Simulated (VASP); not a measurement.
Runs of VASP 6.6.1 on Tb. Symmetry: P6_3/mmc, No. 194, hexagonal system. The conventional cell has a = 3.601 Å, b = 3.601 Å, c = 5.694 Å, α = 90.00°, β = 90.00°, γ = 120.00°. Tb (site symmetry -6m2) is surrounded by 12 Tb at 3.53 to 3.60 Å. 

```tsv
task	level	spin	U	cell	k mesh	cutoff (eV)	smearing	optimiser	gap on the mesh (eV)	pressure (GPa)	moment (μB)	relaxed volume (Å³/atom)
single point	LDA	collinear, ferromagnetic start	-	as given	9 × 9 × 5	520	gaussian 0.05 eV	-	none	(b)	0.00	-
relaxation of cell and atoms	vdW-DF	non-collinear, antiferromagnetic start	-	relaxed from: volume scaled by 1.25	7 × 7 × 4	680	fermi-dirac 0.05 eV	-	none	0.0	0.00	33.60
relaxation of cell and atoms	vdW-DF2	collinear, antiferromagnetic start	-	relaxed	9 × 9 × 5	600	gaussian 0.05 eV	-	none	0.0	0.00	33.64
single point	r2SCAN+D4+U	collinear, antiferromagnetic start	Tb f U = 4 eV	as given	9 × 9 × 5	520	fermi-dirac 0.02 eV	-	none	(a)	0.00	-
relaxation of cell and atoms	PBEsol+U	collinear, antiferromagnetic start	Tb f U = 4 eV	relaxed	9 × 9 × 5	600	methfessel-paxton 0.2 eV	vasp	none	0.0	0.00	30.37
```

Alike in all rows: potentials or basis VASP PAW PBE potentials, release 64 (Tb_3), 4f in core.

Problem. Estimate the missing entries.

Solution. (a) 0.5; (b) -4.1.

Caveats: the magnetic or orbital state may not be the lowest; the PAW data sets were made with another functional, which shifts forces and pressure a little; spin-orbit coupling is left out, which moves the levels of the heavy elements; the 4f electrons are frozen in the core as for a trivalent ion, so they carry no moment and show no levels; U is put on an f shell that these potentials keep in the core, so it has next to no effect (some runs); pairwise dispersion overbinds metals, which lowers pressure and volume (some runs).

A k mesh can miss the band edges, and the runs leave out spin-orbit coupling on Tb.

A gap of «none» marks a metal or a gap under the smearing width.
